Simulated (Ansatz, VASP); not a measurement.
## Two plane-wave programs on Sc

```xyz
1
Lattice="0.0000 2.3230 2.3230 2.3230 0.0000 2.3230 2.3230 2.3230 0.0000" Properties=species:S:1:pos:R:3 pbc="T T T"
Sc    0.0000    0.0000    0.0000
```

The cell was built by a generator and needn't be a form met in nature.

Alike in both runs: functional r2SCAN; k mesh 14 × 14 × 14; occupations gaussian, width 0.086 eV; no spin polarisation.

Ansatz relaxed the structure, and its values are those at the end. VASP's run is a single point on that final structure, the one shown.

|  | VASP | Ansatz |
| --- | --- | --- |
| version | VASP 6.6.1 | Ansatz 0.2.0 |
| potentials or method | VASP PAW PBE potentials, release 64 (Sc_sv) | PAW plane waves |
| plane-wave cutoff (eV) | 520 | 500 |
| valence electrons in the cell | 11 | 11 |

Ansatz gave:

```
pressure (GPa) : 0.0
```

Task: Estimate VASP's values.

Result: Pressure (GPa): 0.3.

With one functional, cell and mesh, what is left measures potentials, basis and numerics.

Caveats: the PAW data sets were made with another functional, which shifts forces and pressure a little (VASP).
